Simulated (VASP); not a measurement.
# FeO (Wuestite) (Fm-3m) in VASP: a series of runs, part 2 of 2

VASP 6.6.1.

### 3 Single point, LDA, collinear spin, ferromagnetic start

Input file INCAR:

```
PREC     = Accurate       # precision mode
ENCUT    = 450            # plane-wave cutoff, eV
EDIFF    = 1E-7           # SCF threshold, eV
ISMEAR   = 0              # smearing method
SIGMA    = 0.05           # smearing width, eV
LREAL    = False          # projectors in reciprocal space
LASPH    = False          # aspherical terms in the spheres
NELM     = 100            # most SCF steps
ALGO     = Normal         # electronic algorithm
ISIF     = 2              # what is computed and relaxed
LWAVE    = False          # write WAVECAR
LCHARG   = False          # write CHGCAR
ISPIN    = 2              # spin polarisation
MAGMOM   = 3 0            # initial moments
LORBIT   = 11             # projections on sites
LMAXMIX  = 4              # l up to which the mixer works
NBANDS   = 18             # bands
ADDGRID  = False
```

Input file KPOINTS:

```
Automatic mesh
0
Gamma
  6 6 6
```

Input file POSCAR:

```
FeO
1.0
    0.0000000000      2.1554000000      2.1554000000
    2.1554000000      0.0000000000      2.1554000000
    2.1554000000      2.1554000000      0.0000000000
Fe O
1 1
Direct
    0.0000000000      0.0000000000      0.0000000000
    0.5000000000      0.5000000000      0.5000000000
```

Potentials or basis: VASP PAW LDA potentials, release 64 (Fe, O).

Run with:

```sh
cat potpaw_LDA.64/Fe/POTCAR potpaw_LDA.64/O/POTCAR > POTCAR
mpirun -np 1 vasp_std > vasp.out
```

OUTCAR:

```text
PREC = Accurate
   ENCUT = 450
   EDIFF = 1E-7
   ISMEAR = 0
   LREAL = False
   LASPH = False
   NELM = 100
   ISIF = 2
   ISPIN = 2
   LORBIT = 11

 Found     16 irreducible k-points:

 Following reciprocal coordinates:
            Coordinates               Weight
  0.000000  0.000000  0.000000      1.000000
  0.166667  0.000000  0.000000      8.000000
  0.333333  0.000000  0.000000      8.000000
  0.500000  0.000000  0.000000      4.000000
  0.166667  0.166667  0.000000      6.000000
  0.333333  0.166667  0.000000     24.000000
   k-points           NKPTS =     16   k-points in BZ     NKDIM =     16   number of bands    NBANDS=     18
   number of dos      NEDOS =    301   number of ions     NIONS =      2
   total plane-waves  NPLWV =  13824
   dimension x,y,z NGX =    24 NGY =   24 NGZ =   24
   dimension x,y,z NGXF=    48 NGYF=   48 NGZF=   48
   ions per type =               1   1
   NGX,Y,Z   is equivalent  to a cutoff of  13.09, 13.09, 13.09 a.u.
   NGXF,Y,Z  is equivalent  to a cutoff of  26.18, 26.18, 26.18 a.u.
 SYSTEM =  unknown system
   PREC   = accura    normal or accurate (medium, high low for compatibility)
   ISTART =      0    job   : 0-new  1-cont  2-samecut
   ICHARG =      2    charge: 1-file 2-atom 10-const
   ISPIN  =      2    spin polarized calculation?
   LNONCOLLINEAR =      F non collinear calculations
   LSORBIT =      F    spin-orbit coupling
   LASPH  =      F    aspherical Exc in radial PAW
   ENCUT  =  450.0 eV  33.07 Ry    5.75 a.u.   5.27  5.27  5.27*2*pi/ulx,y,z
   NELM   =    100;   NELMIN=  2; NELMDL= -5     # of ELM steps
   EDIFF  = 0.1E-06   stopping-criterion for ELM
   LREAL  =      F    real-space projection
   EDIFFG = 0.1E-05   stopping-criterion for IOM
   NSW    =      0    number of steps for IOM
   IBRION =     -1    ionic relax: 0-MD 1-quasi-New 2-CG
   NFREE  =      0    steps in history (QN), initial steepest desc. (CG)
   ISIF   =      2    stress and relaxation
   ISYM   =      2    0-nonsym 1-usesym 2-fastsym
   POTIM  = 0.5000    time-step for ionic-motion
   TEBEG  =    0.0;   TEEND  =   0.0 temperature during run
   PSTRESS=    0.0 pullay stress
   NELECT =      14.0000    total number of electrons
   NUPDOWN=      -1.0000    fix difference up-down
   EMIN   =  10.00;   EMAX   =-10.00  energy-range for DOS
   EFERMI =   0.00;   METHOD = LEGACY
   ISMEAR =     0;   SIGMA  =   0.05  broadening in eV -4-tet -1-fermi 0-gaus
   EFERMI_NEDOS =   21; number of points for ismear=-14 and -15
   IALGO  =     38    algorithm
   IMIX   =      4    mixing-type and parameters
[... 35 lines left out ...]
 fundamental gap:      0.0809464222
 Fermi energy:         5.8334907881

 spin component 1

 k-point     1 :       0.0000    0.0000    0.0000
  band No.  band energies     occupation
      1     -14.5347      1.00000
      2       2.0999      1.00000
      3       2.0999      1.00000
      4       2.0999      1.00000
      5       2.1898      1.00000
      6       2.1898      1.00000
[... 103 lines left out ...]
      5       2.2180      1.00000
      6       2.9067      1.00000
[... 10 lines left out ...]
     17      32.8099      0.00000
     18      33.7606      0.00000

 [... further k-points ...]

 spin component 2

 k-point     1 :       0.0000    0.0000    0.0000
  band No.  band energies     occupation
      1     -13.9630      1.00000
      2       2.7074      1.00000
      3       2.7074      1.00000
      4       2.7074      1.00000
      5       5.0708      1.00000
      6       5.0708      1.00000
[... 103 lines left out ...]
      5       4.9134      1.00000
      6       6.1188      0.00000
[... 10 lines left out ...]
     17      33.5376      0.00000
     18      34.6547      0.00000

 [... further k-points ...]

------------------------ aborting loop because EDIFF is reached ----------------------------------------

  FORCE on cell =-STRESS in cart. coord.  units (eV):
  Direction    XX          YY          ZZ          XY          YZ          ZX
  --------------------------------------------------------------------------------------
  -------------------------------------------------------------------------------------
  Total       -2.0437400     -2.0437400     -2.0437400      0.0000000      0.0000000      0.0000000
  in kB     -163.5018191   -163.5018191   -163.5018191      0.0000000      0.0000000      0.0000000
  external PRESSURE =    -163.5018191 kB  Pullay stress =       0.0000000 kB

 VOLUME and BASIS-vectors are now :
 -----------------------------------------------------------------------------
  energy-cutoff  :      450.00
  volume of cell :       20.03
      direct lattice vectors                 reciprocal lattice vectors
     0.000000000  2.155400000  2.155400000    -0.231975503  0.231975503  0.231975503
     2.155400000  0.000000000  2.155400000     0.231975503 -0.231975503  0.231975503
     2.155400000  2.155400000  0.000000000     0.231975503  0.231975503 -0.231975503

 POSITION                                       TOTAL-FORCE (eV/Angst)
 -----------------------------------------------------------------------------------
      0.00000      0.00000      0.00000         0.000000      0.000000      0.000000
      2.15540      2.15540      2.15540        -0.000000     -0.000000     -0.000000
 -----------------------------------------------------------------------------------
    total drift:                                0.000000     -0.000000      0.000000

  FREE ENERGIE OF THE ION-ELECTRON SYSTEM (eV)
  ---------------------------------------------------
  free  energy   TOTEN  =       -16.3949309847 eV

  energy  without entropy=      -16.3927256531  energy(sigma->0) =      -16.39382832

 total charge

# of ion       s       p       d       tot
------------------------------------------
    1        0.293   0.365   6.106   6.763
    2        1.553   3.413   0.000   4.966
--------------------------------------------------
tot          1.846   3.778   6.106  11.729

 magnetization (x)

# of ion       s       p       d       tot
------------------------------------------
    1        0.025   0.021   3.532   3.578
    2        0.030   0.285   0.000   0.316
--------------------------------------------------
tot          0.055   0.306   3.532   3.894
```

OSZICAR:

```text
N       E                     dE             d eps       ncg     rms          rms(c)
DAV:   1     0.586077533455E+02    0.58608E+02   -0.62020E+03  1256   0.812E+02
DAV:   2    -0.149225792541E+02   -0.73530E+02   -0.62758E+02  1194   0.192E+02
DAV:   3    -0.187735918493E+02   -0.38510E+01   -0.36736E+01  1370   0.464E+01
DAV:   4    -0.188033092668E+02   -0.29717E-01   -0.29704E-01  1400   0.388E+00
DAV:   5    -0.188035331653E+02   -0.22390E-03   -0.22389E-03  1454   0.345E-01    0.164E+01
DAV:   6    -0.172987762630E+02    0.15048E+01   -0.15426E+01  1488   0.567E+01    0.195E+01
DAV:   7    -0.164604039215E+02    0.83837E+00   -0.44642E+00  1446   0.378E+01    0.946E+00
DAV:   8    -0.164265772865E+02    0.33827E-01   -0.19837E-01  1470   0.561E+00    0.529E+00
DAV:   9    -0.164014420457E+02    0.25135E-01   -0.14713E-01  1818   0.627E+00    0.172E+00
DAV:  10    -0.163939344938E+02    0.75076E-02   -0.37459E-02  1648   0.414E+00    0.300E-01
DAV:  11    -0.163949681953E+02   -0.10337E-02   -0.50348E-03  1430   0.635E-01    0.866E-02
DAV:  12    -0.163949355456E+02    0.32650E-04   -0.81359E-05  1502   0.857E-02    0.423E-02
DAV:  13    -0.163949387929E+02   -0.32473E-05   -0.27229E-05  1424   0.946E-02    0.457E-02
DAV:  14    -0.163949314148E+02    0.73781E-05   -0.14152E-05  1788   0.659E-02    0.907E-03
DAV:  15    -0.163949311506E+02    0.26418E-06   -0.95397E-07  1322   0.843E-03    0.377E-03
DAV:  16    -0.163949309785E+02    0.17207E-06   -0.73355E-07  1466   0.108E-02    0.234E-03
DAV:  17    -0.163949309847E+02   -0.61823E-08   -0.74606E-08   706   0.414E-03
   1 F= -.16394931E+02 E0= -.16393828E+02  d E =-.220533E-02  mag=     3.9996
```

Run time: 12 s. Hardware: 1 thread of Intel Xeon Platinum 8375C at 2.90GHz (Ice Lake), shared host; peak memory 0.13 GiB.

These settings aren't checked as converged: the numbers below hold their error.

Results:

| Property | Result |
| --- | --- |
| Free energy | -16.3949 eV |
| Band gap on the k mesh | none (metal or under the smearing width) |
| Net moment | 4.00 μB per cell |
| Site moments | Fe +3.58; O +0.32 μB |
| Valence electrons inside the program's atomic spheres | Fe 6.76; O 4.97 |

Caveat: the k mesh is coarse (spacing up to 0.42 Å⁻¹), so the values aren't converged; the cutoff is under 1.25 times the usual one of these potentials, so pressure, stress and relaxed cells hold a basis-set (Pulay) error; a cell with one magnetic atom can't hold antiferromagnetic order, which such compounds often take; semilocal functionals often make such compounds metallic where correlation or magnetic order opens a gap, which also shifts bond lengths.

### 4 Single point, LDA, collinear spin, ferromagnetic start

INCAR, as its differences from that of step 3:

```diff
@@ -1,8 +1,8 @@
-PREC     = Accurate       # precision mode
+PREC     = Normal         # precision mode
 ENCUT    = 450            # plane-wave cutoff, eV
-EDIFF    = 1E-7           # SCF threshold, eV
+EDIFF    = 1E-4           # SCF threshold, eV
 ISMEAR   = 0              # smearing method
 SIGMA    = 0.05           # smearing width, eV
-LREAL    = False          # projectors in reciprocal space
-LASPH    = False          # aspherical terms in the spheres
+LREAL    = Auto         
+LASPH    = True           # aspherical terms in the spheres
 NELM     = 100            # most SCF steps
```

KPOINTS is that of step 3.

POSCAR is that of step 3.

Potentials or basis: VASP PAW LDA potentials, release 64 (Fe, O).

Run with:

```sh
cat potpaw_LDA.64/Fe/POTCAR potpaw_LDA.64/O/POTCAR > POTCAR
mpirun -np 1 vasp_std > vasp.out
```

OUTCAR:

```text
PREC = Normal
   ENCUT = 450
   EDIFF = 1E-4
   ISMEAR = 0
   LREAL = Auto
   LASPH = True
   NELM = 100
   ISIF = 2
   ISPIN = 2
   LORBIT = 11

 Found     16 irreducible k-points:

 Following reciprocal coordinates:
            Coordinates               Weight
  0.000000  0.000000  0.000000      1.000000
  0.166667  0.000000  0.000000      8.000000
  0.333333  0.000000  0.000000      8.000000
  0.500000  0.000000  0.000000      4.000000
  0.166667  0.166667  0.000000      6.000000
  0.333333  0.166667  0.000000     24.000000
   k-points           NKPTS =     16   k-points in BZ     NKDIM =     16   number of bands    NBANDS=     18
   number of dos      NEDOS =    301   number of ions     NIONS =      2
   total plane-waves  NPLWV =   4096
   dimension x,y,z NGX =    16 NGY =   16 NGZ =   16
   dimension x,y,z NGXF=    32 NGYF=   32 NGZF=   32
   ions per type =               1   1
   NGX,Y,Z   is equivalent  to a cutoff of   8.73,  8.73,  8.73 a.u.
   NGXF,Y,Z  is equivalent  to a cutoff of  17.45, 17.45, 17.45 a.u.
 SYSTEM =  unknown system
[... 204 lines left out ...]
      6       5.0668      1.00000
[... 103 lines left out ...]
      5       4.9096      1.00000
      6       6.1142      0.00000
[... 10 lines left out ...]
     17      33.5360      0.00000
     18      34.6553      0.00000

 [... further k-points ...]

------------------------ aborting loop because EDIFF is reached ----------------------------------------

  FORCE on cell =-STRESS in cart. coord.  units (eV):
  Direction    XX          YY          ZZ          XY          YZ          ZX
  --------------------------------------------------------------------------------------
  -------------------------------------------------------------------------------------
  Total       -1.9768047     -1.9768047     -1.9768047      0.0000000      0.0000000      0.0000000
  in kB     -158.1469082   -158.1469082   -158.1469082      0.0000000      0.0000000      0.0000000
  external PRESSURE =    -158.1469082 kB  Pullay stress =       0.0000000 kB

 VOLUME and BASIS-vectors are now :
 -----------------------------------------------------------------------------
  energy-cutoff  :      450.00
  volume of cell :       20.03
      direct lattice vectors                 reciprocal lattice vectors
     0.000000000  2.155400000  2.155400000    -0.231975503  0.231975503  0.231975503
     2.155400000  0.000000000  2.155400000     0.231975503 -0.231975503  0.231975503
     2.155400000  2.155400000  0.000000000     0.231975503  0.231975503 -0.231975503

 POSITION                                       TOTAL-FORCE (eV/Angst)
 -----------------------------------------------------------------------------------
      0.00000      0.00000      0.00000        -0.000000      0.000000     -0.000000
      2.15540      2.15540      2.15540         0.000000     -0.000000      0.000000
 -----------------------------------------------------------------------------------
    total drift:                                0.000000      0.000000      0.000000

  FREE ENERGIE OF THE ION-ELECTRON SYSTEM (eV)
  ---------------------------------------------------
  free  energy   TOTEN  =       -16.3962532646 eV

  energy  without entropy=      -16.3940433224  energy(sigma->0) =      -16.39514829

 total charge

# of ion       s       p       d       tot
------------------------------------------
    1        0.293   0.365   6.106   6.763
    2        1.553   3.413   0.000   4.966
--------------------------------------------------
tot          1.846   3.778   6.106  11.729

 magnetization (x)

# of ion       s       p       d       tot
------------------------------------------
    1        0.025   0.021   3.532   3.578
    2        0.030   0.285   0.000   0.316
--------------------------------------------------
tot          0.055   0.306   3.532   3.894
```

stdout:

```text
POSCAR found type information on POSCAR FeO
 POSCAR found :  2 types and       2 ions
 scaLAPACK will be used
 -----------------------------------------------------------------------------
|                                                                             |
|                                                                             |
|     You have a (more or less) 'small supercell' and for smaller cells       |
|     it is recommended to use the reciprocal-space projection scheme!        |
|     The real-space optimization is not efficient for small cells and it     |
|     is also less accurate ...                                               |
|     Therefore, set LREAL=.FALSE. in the INCAR file.                         |
|                                                                             |
 -----------------------------------------------------------------------------

 LDA part: xc-table for (Slater(with rela. corr.)+CA(PZ))
 , standard interpolation
 POSCAR, INCAR and KPOINTS ok, starting setup
 FFT: planning ... GRIDC
 FFT: planning ... GRID_SOFT
 FFT: planning ... GRID
 WAVECAR not read
 entering main loop
```

Run time: 6.2 s. Hardware: 1 thread of Intel Xeon Platinum 8375C at 2.90GHz (Ice Lake), shared host; peak memory 0.11 GiB.

These settings aren't checked as converged: the numbers below hold their error.

Results:

```
Free energy                                           : -16.3963 eV
Band gap on the k mesh                                : none (metal or under the smearing width)
Net moment                                            : 4.00 μB per cell
Site moments                                          : Fe +3.58; O +0.32 μB
Valence electrons inside the program's atomic spheres : Fe 6.76; O 4.97
```

Caveat: the k mesh is coarse (spacing up to 0.42 Å⁻¹), so the values aren't converged; the cutoff is under 1.25 times the usual one of these potentials, so pressure, stress and relaxed cells hold a basis-set (Pulay) error; a cell with one magnetic atom can't hold antiferromagnetic order, which such compounds often take; semilocal functionals often make such compounds metallic where correlation or magnetic order opens a gap, which also shifts bond lengths.

### 5 For comparison

An earlier run on the cell as given: functional PBE; potentials or basis VASP PAW PBE potentials, release 64 (Fe, O); cutoff 520 eV; k mesh 11 × 11 × 11; occupations fermi-dirac, width 0.05 eV; collinear spin, ferromagnetic start; starting moments [3.0, 0.0] μB.

* Pressure: -0.1 GPa
* Band gap on the k mesh: none (metal or under the smearing width)
* Net moment: 4.00 μB per cell
* Site moments: Fe +3.62; O +0.30 μB
* Valence electrons inside the program's atomic spheres: Fe 6.73; O 4.99
